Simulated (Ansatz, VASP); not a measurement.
**Ta6Al5N11 (TaN(111)/AlN(0001) capacitor, 5 bilayers of AlN) in two plane-wave programs**

One calculation is typed for both programs; each brings its own data sets. How far apart do they land? The structure shown is the start of the Ansatz relaxation below; VASP solves that cell, so the two are compared at the walk's first step.

Program: Ansatz 0.2.0. Level of theory: plane waves, with VASP 6.6.1 beside it; single point at PBE. Results are calculated unless marked as measured.

### Step 1. Starting point

The cell holds 88 atoms: 24 Ta, 44 N and 20 Al. Its edges and angles: a = 6.260 Å, b = 6.260 Å, c = 27.799 Å, α = 86.8°, β = 90.0°, γ = 120.0°. It derives from TaN. Six (111) layers of rock-salt TaN and 5 wurtzite bilayers of AlN on one nitrogen lattice, 2 x 2 surface cells of 3.13 A, periodic; (so at first; earlier steps may have moved the atoms), displaced by a Gaussian of 0.015 A. Lattice constants are starting values near those of PBE. The structure's axis is c.

Coordinates:

```
Ta N Al
1.0
     6.26000    0.00000    0.00000
    -3.13000    5.42132    0.00000
     0.00000    1.80711   27.74000
Ta N Al
24 44 20
Direct
  0.15942 0.31673 0.04710
  0.97409 0.95256 0.13745
  0.29530 0.09233 0.22801
  0.11061 0.22847 0.31995
  0.93469 0.86461 0.41207
  0.25043 0.99705 0.50360
  0.16203 0.81837 0.04424
  0.98099 0.45325 0.13672
  0.29321 0.58930 0.23004
  0.11723 0.72958 0.32009
  0.93337 0.36127 0.41200
  0.24762 0.49738 0.50387
  0.65685 0.31566 0.04628
  0.48077 0.95796 0.13829
  0.79257 0.09280 0.22886
  0.61735 0.22799 0.31990
  0.43675 0.86279 0.41135
  0.75043 0.99986 0.50330
  0.66203 0.81969 0.04605
  0.47753 0.45413 0.13785
  0.79091 0.58678 0.22858
  0.61267 0.73070 0.32014
  0.43266 0.36643 0.41180
  0.75213 0.50033 0.50342
  0.31747 0.13616 0.09242
  0.13371 0.26902 0.18302
  0.95397 0.91129 0.27570
  0.26908 0.04225 0.36603
  0.08951 0.18074 0.45777
  0.90810 0.81667 0.54952
  0.06344 0.11940 0.63925
  0.88302 0.75985 0.72990
  0.02881 0.05657 0.81938
  0.85467 0.69851 0.90994
  0.99880 0.00156 0.00001
  0.31723 0.63066 0.09240
  0.13402 0.77475 0.18302
  0.95601 0.41035 0.27511
  0.27079 0.54260 0.36587
  0.08781 0.67895 0.45825
  0.91071 0.31902 0.54948
  0.06111 0.61737 0.64087
  0.87838 0.25910 0.72948
  0.03336 0.55599 0.81975
  0.84255 0.19191 0.90947
  0.00023 0.49900 0.99959
  0.82480 0.14174 0.09195
  0.64139 0.27576 0.18279
  0.45298 0.90621 0.27399
  0.77361 0.04533 0.36654
  0.58951 0.17884 0.45812
  0.40868 0.81537 0.54967
  0.56035 0.12408 0.63975
  0.37444 0.76033 0.72919
  0.52807 0.05723 0.81966
  0.34722 0.69720 0.91050
  0.50223 0.00012 0.99987
  0.81461 0.63475 0.09064
  0.63595 0.77088 0.18427
  0.45503 0.40754 0.27446
  0.76961 0.54439 0.36582
  0.58974 0.67973 0.45772
  0.40594 0.31636 0.54984
  0.56051 0.61627 0.63882
  0.37619 0.25602 0.72930
  0.53076 0.55951 0.82028
  0.34967 0.19601 0.91061
  0.50037 0.50212 0.99957
  0.07395 0.14694 0.57025
  0.89064 0.78081 0.66056
  0.04049 0.08262 0.75131
  0.86010 0.72298 0.84061
  0.01186 0.02580 0.93066
  0.06824 0.64488 0.57057
  0.88797 0.28185 0.66044
  0.03432 0.57985 0.75079
  0.86425 0.22153 0.84046
  0.00770 0.51715 0.92987
  0.56930 0.14004 0.57057
  0.39119 0.78014 0.66039
  0.54300 0.08141 0.75046
  0.36056 0.71886 0.83998
  0.51403 0.02404 0.93025
  0.57156 0.64322 0.56932
  0.38907 0.27995 0.66044
  0.53695 0.58256 0.75017
  0.36269 0.22206 0.84132
  0.50917 0.52281 0.93125
```

### Step 2. Ansatz: relaxation, PBE

Ansatz runs on its default PAW (the set named soft_2) files.

The two programs are compared at the cell with which this relaxation starts, whose forces are those of its first step.

Contents of input.yaml:

```yaml
crystal:
  lattice:
    - [6.26, 0.0, 0.0]
    - [-3.13, 5.42132, 0.0]
    - [0.0, 1.80711, 27.74]
  atoms:
    - { symbol: Ta, position: [0.15942, 0.31672, 0.0471] }
    - { symbol: "N", position: [0.31748, 0.13616, 0.09242] }
    - { symbol: Ta, position: [0.97409, 0.95255, 0.13745] }
    - { symbol: "N", position: [0.13372, 0.26903, 0.18302] }
    - { symbol: Ta, position: [0.29531, 0.09233, 0.22801] }
    - { symbol: "N", position: [0.95397, 0.91129, 0.2757] }
    - { symbol: Ta, position: [0.11061, 0.22847, 0.31995] }
    - { symbol: "N", position: [0.26907, 0.04224, 0.36603] }
    - { symbol: Ta, position: [0.93469, 0.86461, 0.41207] }
    - { symbol: "N", position: [0.08951, 0.18075, 0.45777] }
    - { symbol: Ta, position: [0.25043, 0.99705, 0.5036] }
    - { symbol: "N", position: [0.9081, 0.81668, 0.54952] }
    - { symbol: Al, position: [0.07395, 0.14694, 0.57025] }
    - { symbol: "N", position: [0.06344, 0.1194, 0.63925] }
    - { symbol: Al, position: [0.89064, 0.7808, 0.66056] }
    - { symbol: "N", position: [0.88302, 0.75985, 0.7299] }
    - { symbol: Al, position: [0.0405, 0.08262, 0.75131] }
    - { symbol: "N", position: [0.02882, 0.05658, 0.81938] }
    - { symbol: Al, position: [0.86011, 0.72299, 0.84061] }
    - { symbol: "N", position: [0.85467, 0.6985, 0.90994] }
    - { symbol: Al, position: [0.01186, 0.0258, 0.93066] }
    - { symbol: "N", position: [0.99881, 0.00157, 1.0e-05] }
    - { symbol: Ta, position: [0.16204, 0.81838, 0.04424] }
    - { symbol: "N", position: [0.31723, 0.63067, 0.0924] }
    - { symbol: Ta, position: [0.98099, 0.45325, 0.13672] }
    - { symbol: "N", position: [0.13402, 0.77474, 0.18302] }
    - { symbol: Ta, position: [0.29322, 0.58931, 0.23004] }
    - { symbol: "N", position: [0.95601, 0.41036, 0.27511] }
    - { symbol: Ta, position: [0.11723, 0.72957, 0.32009] }
    - { symbol: "N", position: [0.27079, 0.5426, 0.36587] }
    - { symbol: Ta, position: [0.93337, 0.36128, 0.412] }
    - { symbol: "N", position: [0.08781, 0.67894, 0.45825] }
    - { symbol: Ta, position: [0.24762, 0.49738, 0.50387] }
    - { symbol: "N", position: [0.91072, 0.31903, 0.54948] }
    - { symbol: Al, position: [0.06824, 0.64489, 0.57057] }
    - { symbol: "N", position: [0.06112, 0.61737, 0.64087] }
    - { symbol: Al, position: [0.88798, 0.28186, 0.66044] }
    - { symbol: "N", position: [0.87838, 0.2591, 0.72948] }
    - { symbol: Al, position: [0.03432, 0.57984, 0.75079] }
    - { symbol: "N", position: [0.03336, 0.55599, 0.81975] }
    - { symbol: Al, position: [0.86424, 0.22153, 0.84046] }
    - { symbol: "N", position: [0.84255, 0.19191, 0.90947] }
    - { symbol: Al, position: [0.00769, 0.51715, 0.92987] }
    - { symbol: "N", position: [0.00023, 0.499, 0.99959] }
    - { symbol: Ta, position: [0.65685, 0.31566, 0.04628] }
    - { symbol: "N", position: [0.82481, 0.14175, 0.09195] }
    - { symbol: Ta, position: [0.48077, 0.95795, 0.13829] }
    - { symbol: "N", position: [0.64139, 0.27576, 0.18279] }
    - { symbol: Ta, position: [0.79257, 0.09281, 0.22886] }
    - { symbol: "N", position: [0.45297, 0.90621, 0.27399] }
    - { symbol: Ta, position: [0.61735, 0.22799, 0.3199] }
    - { symbol: "N", position: [0.7736, 0.04533, 0.36654] }
    - { symbol: Ta, position: [0.43675, 0.86279, 0.41135] }
    - { symbol: "N", position: [0.58951, 0.17884, 0.45812] }
    - { symbol: Ta, position: [0.75043, 0.99986, 0.5033] }
    - { symbol: "N", position: [0.40867, 0.81537, 0.54967] }
    - { symbol: Al, position: [0.5693, 0.14005, 0.57057] }
    - { symbol: "N", position: [0.56035, 0.12408, 0.63975] }
    - { symbol: Al, position: [0.3912, 0.78015, 0.66039] }
    - { symbol: "N", position: [0.37444, 0.76032, 0.72919] }
    - { symbol: Al, position: [0.543, 0.08141, 0.75046] }
    - { symbol: "N", position: [0.52808, 0.05724, 0.81966] }
    - { symbol: Al, position: [0.36057, 0.71886, 0.83998] }
    - { symbol: "N", position: [0.34722, 0.69719, 0.9105] }
    - { symbol: Al, position: [0.51403, 0.02405, 0.93025] }
    - { symbol: "N", position: [0.50223, 0.00011, 0.99987] }
    - { symbol: Ta, position: [0.66203, 0.81969, 0.04605] }
    - { symbol: "N", position: [0.81462, 0.63476, 0.09064] }
    - { symbol: Ta, position: [0.47753, 0.45413, 0.13785] }
    - { symbol: "N", position: [0.63595, 0.77089, 0.18427] }
    - { symbol: Ta, position: [0.79092, 0.58678, 0.22858] }
    - { symbol: "N", position: [0.45503, 0.40755, 0.27446] }
    - { symbol: Ta, position: [0.61266, 0.7307, 0.32014] }
    - { symbol: "N", position: [0.7696, 0.54439, 0.36582] }
    - { symbol: Ta, position: [0.43266, 0.36643, 0.4118] }
    - { symbol: "N", position: [0.58975, 0.67974, 0.45772] }
    - { symbol: Ta, position: [0.75213, 0.50033, 0.50342] }
    - { symbol: "N", position: [0.40594, 0.31635, 0.54984] }
    - { symbol: Al, position: [0.57156, 0.64321, 0.56932] }
    - { symbol: "N", position: [0.56052, 0.61627, 0.63882] }
    - { symbol: Al, position: [0.38907, 0.27995, 0.66044] }
    - { symbol: "N", position: [0.37619, 0.25603, 0.7293] }
    - { symbol: Al, position: [0.53695, 0.58257, 0.75017] }
    - { symbol: "N", position: [0.53076, 0.55951, 0.82028] }
    - { symbol: Al, position: [0.36269, 0.22205, 0.84132] }
    - { symbol: "N", position: [0.34966, 0.196, 0.91061] }
    - { symbol: Al, position: [0.50918, 0.52282, 0.93125] }
    - { symbol: "N", position: [0.50037, 0.50212, 0.99957] }
kpoints:
  mp_grid: { grid: [4, 4, 1] }
hamiltonian:
  xc: pbe
scf:
  occupations: { method: fermi_dirac, width: 0.1 }
output:
  forces: true
relax:
  f_tol: 0.04
  max_steps: 150
  cell: { fix: [a, b, alpha, beta, gamma] }
```

The run is started by

```bash
$ ansatz run input.yaml --threads 6 --pin off --max-ram 102400MiB --backend cuda --events-out ev --progress --plain --runs-dir out
```

Numbers of over 12 decimals in the logs are rounded to 6 here.

What it wrote:

```text
Engine: ansatz 0.2.0, x86_64-unknown-linux-gnu
Pseudopotentials: kind: paw
Pseudopotential: Ta, paw, valence charge 13, recommended cutoff 420 eV (normal), Ta.paw.azcp
Pseudopotential: N, paw, valence charge 5, recommended cutoff 420 eV (normal), N.paw.azcp
Pseudopotential: Al, paw, valence charge 3, recommended cutoff 420 eV (normal), Al.paw.azcp
Functional definition: PBE
  parameter kappa = 0.804
  parameter beta = 0.066725
  exchange = pbe_x(kappa = kappa, mu = beta*pi^2/3)
  correlation = pbe_c(beta = beta)
concurrent solve slots: 5 of 6 are kept, ahead of what memory takes: no pass of the eigensolver takes more rounds on 5
device memory: the entry about to start is reckoned to put 18.6 GiB on a device that reports 78.6 GiB free
GPU FFT provider: cuFFT
GPU libraries: cuBLAS 13.8.2, cuFFT 12.4.0, cuSOLVER 12.3.4
Crystal: 88 atoms, lattice volume = 941.425 Å³
Basis set: ecut = 420 eV, 18455 PW (Γ), exchange–correlation on 90×90×384 points (8 copies of the dense FFT grid, shifted against one another)
Bands: 384, of which v1, the nominal top of the filled ones, is band 296 counted from 1 (295 counted from 0)
Symmetry: 1 space group operations
Space group: P1 (ITA 1), of the structure as read, at distance tolerance 9.8e-5 Å
k-points: 10 of 16 (time reversal used)
Non-local potential: Ta, projectors of the file, l = 0: 3, l = 1: 2, l = 2: 2, l = 3: 1
Non-local potential: N, projectors of the file, l = 0: 2, l = 1: 2, l = 2: 1
Non-local potential: Al, projectors of the file, l = 0: 2, l = 1: 2, l = 2: 1
PAW form: soft (Blöchl's): semilocal exchange-correlation on the pseudo side does not see the compensation charge
PAW one-centre angular grid: Ta, 590 points (default); XC on 64 Gauss nodes
PAW one-centre angular grid: N, 110 points (default); XC on 64 Gauss nodes
PAW one-centre angular grid: Al, 110 points (default); XC on 64 Gauss nodes
Initial density: superposition of atomic densities (neutral atoms: chi_scale 0, normalization atom), corrected by the library's trained network
Initial wavefunctions: pseudopotential atomic-orbital guess
GPU buffer pool allocated for 388800 grid points (all kernels)
GPU transforms: local potential and band sums: pruned to the plane-wave sphere, on 45×45×192
Functional: x = pbe(κ = 0.804, μ = 0.219515), c = pbe(β = 0.066725)
SCF iter   1: F=—  HF=-266105.350342 eV  |F-HF|=—  |Δ(HF+E_count)|=         —  Δρ=6.62e-3  dr2=9.21e0  ethr=1.77e-3  ⟨swp⟩=6.2  Hψ=16205  notcnv=0  defer=60
preconditioner: auto → Kerker (q_TF=auto, 2.525 Å⁻¹)  [metal: Δε(μ)=0.003 eV  Ē_g=10.186 eV  σ=0.100 eV  W_gap=0.01  n_scr=278 (ndim 8)  ℏωp=24.2 eV  f_vac=0.000  D(μ)=24.52/eV (n_scr^D=160)]
SCF iter   2: F=—  HF=-266105.196769 eV  |F-HF|=—  |Δ(HF+E_count)|=   1.54e-1  Δρ=3.64e-3  dr2=4.70e0  ethr=1.56e-3  ⟨swp⟩=1.0  Hψ=4420  notcnv=0  defer=75
SCF iter   3: F=—  HF=-266105.072684 eV  |F-HF|=—  |Δ(HF+E_count)|=   1.24e-1  Δρ=1.11e-3  dr2=9.77e-1  ethr=7.94e-4  ⟨swp⟩=1.0  Hψ=3571  notcnv=0  defer=113
SCF iter   4: F=—  HF=-266105.050526 eV  |F-HF|=—  |Δ(HF+E_count)|=   2.22e-2  Δρ=7.83e-4  dr2=4.61e-1  ethr=1.65e-4  ⟨swp⟩=1.0  Hψ=3571  notcnv=0  defer=114
SCF iter   5: F=—  HF=-266105.024612 eV  |F-HF|=—  |Δ(HF+E_count)|=   2.59e-2  Δρ=6.60e-4  dr2=2.60e-1  ethr=7.79e-5  ⟨swp⟩=1.2  Hψ=4181  notcnv=0  defer=191
SCF iter   6: F=—  HF=-266104.999913 eV  |F-HF|=—  |Δ(HF+E_count)|=   2.47e-2  Δρ=5.94e-4  dr2=8.80e-2  ethr=4.38e-5  ⟨swp⟩=1.4  Hψ=3846  notcnv=0  defer=209
SCF iter   7: F=—  HF=-266104.990950 eV  |F-HF|=—  |Δ(HF+E_count)|=   8.96e-3  Δρ=3.78e-4  dr2=3.59e-2  ethr=1.49e-5  ⟨swp⟩=1.9  Hψ=4331  notcnv=0  defer=210
SCF iter   8: F=—  HF=-266104.985095 eV  |F-HF|=—  |Δ(HF+E_count)|=   5.86e-3  Δρ=2.70e-4  dr2=1.68e-2  ethr=6.07e-6  ⟨swp⟩=1.9  Hψ=4502  notcnv=0  defer=212
SCF iter   9: F=—  HF=-266104.983147 eV  |F-HF|=—  |Δ(HF+E_count)|=   1.95e-3  Δρ=1.96e-4  dr2=7.31e-3  ethr=2.84e-6  ⟨swp⟩=2.0  Hψ=4276  notcnv=0  defer=212
SCF iter  10: F=—  HF=-266104.982650 eV  |F-HF|=—  |Δ(HF+E_count)|=   4.97e-4  Δρ=1.22e-4  dr2=3.48e-3  ethr=1.23e-6  ⟨swp⟩=2.0  Hψ=4085  notcnv=0  defer=212
SCF iter  11: F=—  HF=-266104.982385 eV  |F-HF|=—  |Δ(HF+E_count)|=   2.65e-4  Δρ=7.95e-5  dr2=1.45e-3  ethr=5.87e-7  ⟨swp⟩=2.0  Hψ=3890  notcnv=0  defer=212
SCF iter  12: F=—  HF=-266104.981107 eV  |F-HF|=—  |Δ(HF+E_count)|=   1.28e-3  Δρ=6.05e-5  dr2=4.48e-4  ethr=2.45e-7  ⟨swp⟩=2.0  Hψ=3936  notcnv=0  defer=212
SCF iter  13: F=—  HF=-266104.980936 eV  |F-HF|=—  |Δ(HF+E_count)|=   1.71e-4  Δρ=3.57e-5  dr2=8.97e-5  ethr=7.56e-8  ⟨swp⟩=2.1  Hψ=4207  notcnv=0  defer=209
SCF iter  14: F=—  HF=-266104.983921 eV  |F-HF|=—  |Δ(HF+E_count)|=   2.99e-3  Δρ=1.98e-5  dr2=1.55e-5  ethr=1.52e-8  ⟨swp⟩=2.1  Hψ=5487  notcnv=0  defer=208
SCF iter  15: F=—  HF=-266104.983918 eV  |F-HF|=—  |Δ(HF+E_count)|=   2.79e-6  Δρ=8.46e-6  dr2=4.68e-6  ethr=2.62e-9  ⟨swp⟩=2.0  Hψ=5218  notcnv=0  defer=208
[...]
--- Relaxed structure (22 steps of the walk, 16 accepted, 2 SCFs on fresh bases) ---
  F+E_penalty+E_count = -266113.01257260 eV   max|allowed force component| = 7.461e-3 eV/Å   (the final SCF, on the basis selected at the relaxed cell)
  cell:  # Å, volume = 957.3907 Å³
    - [6.26, -3.576523682384338e-16, 2.3230308202604556e-17]
    - [-3.130000, 5.421319, 0.00296949]
    - [-3.0485968484118144e-19, 1.822304, 28.211441]
  atoms:
    - { symbol: Ta, position: [0.147003, 0.298557, 0.039944] }
    - { symbol: N, position: [0.305147, 0.124179, 0.089501] }
    - { symbol: Ta, position: [0.950560, 0.908019, 0.131695] }
    - { symbol: N, position: [0.125069, 0.247816, 0.172989] }
    - { symbol: Ta, position: [0.312199, 0.110028, 0.222920] }
    - { symbol: N, position: [0.952442, 0.888439, 0.262722] }
    - { symbol: Ta, position: [0.097326, 0.201842, 0.313925] }
    - { symbol: N, position: [0.285023, 0.074797, 0.365440] }
    - { symbol: Ta, position: [0.929143, 0.856937, 0.405994] }
    - { symbol: N, position: [0.099017, 0.196279, 0.444275] }
    - { symbol: Ta, position: [0.280497, 1.060468, 0.493485] }
    - { symbol: N, position: [0.914251, 0.830160, 0.554564] }
    - { symbol: Al, position: [0.077515, 0.157091, 0.578256] }
    - { symbol: N, position: [0.063610, 0.129195, 0.645320] }
    - { symbol: Al, position: [0.893378, 0.788562, 0.668437] }
    - { symbol: N, position: [0.878883, 0.759666, 0.735303] }
    - { symbol: Al, position: [0.041371, 0.084779, 0.757603] }
    - { symbol: N, position: [0.026913, 0.056071, 0.824493] }
    - { symbol: Al, position: [0.856272, 0.714739, 0.847135] }
    - { symbol: N, position: [0.841988, 0.686171, 0.914149] }
    - { symbol: Al, position: [0.00383705, 0.00959077, 0.937427] }
    - { symbol: N, position: [0.987285, -0.021352, 0.00438789] }
    - { symbol: Ta, position: [0.156306, 0.791951, 0.045656] }
    - { symbol: N, position: [0.305288, 0.583960, 0.088686] }
    - { symbol: Ta, position: [0.975711, 0.458246, 0.130683] }
    - { symbol: N, position: [0.139329, 0.768699, 0.180435] }
    - { symbol: Ta, position: [0.274043, 0.550176, 0.223949] }
    - { symbol: N, position: [0.954939, 0.420958, 0.273854] }
    - { symbol: Ta, position: [0.132869, 0.762895, 0.314088] }
    - { symbol: N, position: [0.273448, 0.544696, 0.354264] }
    - { symbol: Ta, position: [0.960234, 0.418167, 0.404965] }
    - { symbol: N, position: [0.107458, 0.716506, 0.458893] }
    - { symbol: Ta, position: [0.248653, 0.492212, 0.494680] }
    - { symbol: N, position: [0.919028, 0.339652, 0.556051] }
    - { symbol: Al, position: [0.080005, 0.661560, 0.579555] }
    - { symbol: N, position: [0.064427, 0.630627, 0.646228] }
    - { symbol: Al, position: [0.893102, 0.288078, 0.667910] }
    - { symbol: N, position: [0.878711, 0.259470, 0.734960] }
    - { symbol: Al, position: [0.041152, 0.584380, 0.757686] }
    - { symbol: N, position: [0.026776, 0.555739, 0.824674] }
    - { symbol: Al, position: [0.856434, 0.213969, 0.847239] }
    - { symbol: N, position: [0.842338, 0.185197, 0.914207] }
    - { symbol: Al, position: [0.00464741, 0.511503, 0.935903] }
    - { symbol: N, position: [-0.00985194, 0.476030, 1.002263] }
    - { symbol: Ta, position: [0.649552, 0.294335, 0.044049] }
    - { symbol: N, position: [0.821199, 0.123619, 0.088765] }
    - { symbol: Ta, position: [0.463231, 0.919980, 0.127019] }
    - { symbol: N, position: [0.633808, 0.231599, 0.174275] }
    - { symbol: Ta, position: [0.812677, 0.105132, 0.224928] }
[...]
- { symbol: Ta, position: [0.599002, 0.198977, 0.314662] }
[...]
- { symbol: Ta, position: [0.425592, 0.857175, 0.405753] }
[...]
- { symbol: Ta, position: [0.779539, 1.061980, 0.493127] }
[...]
- { symbol: Al, position: [0.578004, 0.157287, 0.578321] }
[...]
- { symbol: Al, position: [0.393358, 0.788615, 0.668472] }
[...]
- { symbol: Al, position: [0.541454, 0.084918, 0.757700] }
[...]
- { symbol: Al, position: [0.356271, 0.714392, 0.847024] }
[...]
- { symbol: Al, position: [0.504413, 0.012067, 0.935770] }
[...]
- { symbol: Ta, position: [0.632171, 0.797463, 0.043275] }
[...]
- { symbol: Ta, position: [0.490830, 0.441327, 0.135835] }
[...]
- { symbol: Ta, position: [0.771941, 0.553571, 0.221556] }
[...]
- { symbol: Ta, position: [0.637349, 0.762873, 0.313880] }
    - { symbol: N, position: [0.773233, 0.542936, 0.354983] }
    - { symbol: Ta, position: [0.458900, 0.419356, 0.404579] }
    - { symbol: N, position: [0.609011, 0.719887, 0.457637] }
    - { symbol: Ta, position: [0.742111, 0.491584, 0.494900] }
    - { symbol: N, position: [0.418725, 0.339307, 0.556240] }
    - { symbol: Al, position: [0.580130, 0.662005, 0.579575] }
    - { symbol: N, position: [0.564397, 0.630696, 0.646240] }
    - { symbol: Al, position: [0.393076, 0.288066, 0.667881] }
    - { symbol: N, position: [0.378743, 0.259440, 0.734943] }
    - { symbol: Al, position: [0.541271, 0.584399, 0.757651] }
    - { symbol: N, position: [0.526945, 0.555772, 0.824621] }
    - { symbol: Al, position: [0.355370, 0.214082, 0.847172] }
    - { symbol: N, position: [0.340407, 0.185326, 0.914102] }
    - { symbol: Al, position: [0.504670, 0.510847, 0.936100] }
    - { symbol: N, position: [0.485041, 0.475254, 1.002541] }
```

In the SCF lines HF is the Harris–Foulkes energy and dr2 the Hartree energy of the density residual, in eV; the loop may stop once dr2 is under the threshold and the program's other checks hold. Hψ counts applications of the Hamiltonian.

(Continued in part 2 of 2.)

[Lines on the potential files, build, host, timing and source positions are cut from VASP's logs without a mark.]

[Logs are printed without paths, hosts, clocks, repeated set-up lines and the standing remarks that a program may print on its own settings, such as how far it seeks lower states.]

[Hosts, paths, dates, database ids (printed as entryN), source tags and the programs' standing remarks are cut or masked in the printed files.]
